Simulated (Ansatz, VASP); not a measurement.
**SnSe: VASP beside Ansatz**

Contents of INCAR:

```
SYSTEM = SnSe
PREC = Accurate
ENCUT = 520
EDIFF = 1E-7
ISMEAR = -1
SIGMA = 0.02
LREAL = .False.
LASPH = .True.
NELM = 100
ALGO = Normal
ISIF = 2
LWAVE = .False.
LCHARG = .False.
GGA = PE
NBANDS = 17
```

KPOINTS

```
Automatic mesh
0
Gamma
  8 8 8
  0 0 0
```

File POSCAR:

```
SnSe
1.0
    0.0000000000      3.0888742215      3.0021131514
    3.0888742215      0.0000000000      3.0021131514
    3.0888742215      3.0888742215      0.0000000000
Sn Se
1 1
Direct
    0.0000000000      0.0000000000      0.0000000000
    0.5000000000      0.5000000000      0.5000000000
```

Input for Ansatz:

```yaml
crystal:
  lattice:
    - [0.0, 3.0888742215, 3.0021131514]
    - [3.0888742215, 0.0, 3.0021131514]
    - [3.0888742215, 3.0888742215, 0.0]
  atoms:
    - { symbol: Sn, position: [0.0, 0.0, 0.0] }
    - { symbol: Se, position: [0.5, 0.5, 0.5] }
kpoints:
  mp_grid: { grid: [8, 8, 8] }
  band_path:
    path:
      - [0.0, 0.0, 0.0]
      - [0.5, 0.0, 0.5]
      - [0.625, 0.25, 0.625]
      - [0.375, 0.375, 0.75]
      - [0.5, 0.5, 0.5]
      - [0.5, 0.25, 0.75]
      - [0.5, 0.475, 0.525]
      - [-0.040365, 0.00651, 0.480306]
      - [-0.041667, -0.04126, 0.48234]
    npoints: 1
hamiltonian:
  xc: pbe
scf:
  occupations: { method: fermi_dirac, width: 0.02 }
  n_extra_bands: 4
output:
  forces: true
  stress: true
  eigenvalues: true
```

Change from the starting cell: biaxial_xy strain +2.9%.

Alike in both runs: task single point; functional PBE; k mesh 8 × 8 × 8; occupations fermi-dirac, width 0.02 eV; no spin polarisation.

|  | VASP | Ansatz |
| --- | --- | --- |
| version | VASP 6.6.1 | Ansatz 0.2.0 |
| potentials or method | VASP PAW PBE potentials, release 64 (Sn_d, Se) | plane waves, PAW |
| plane-wave cutoff (eV) | 520 | 420 |
| valence electrons in the cell | 20 | 30 |

```tsv
	VASP	Ansatz	Ansatz less VASP
pressure (GPa)	-1.3	-1.3	+0.01
largest component of the traceless stress (GPa)	1.93	1.92	-0.007
```

The functional is the same, so the differences come from potentials, cutoffs and numerics. The two sets of potentials don't hold the same shells in valence.

Caveats: spin-orbit coupling is left out, which moves the levels of the heavy elements. A k mesh can miss the band edges.
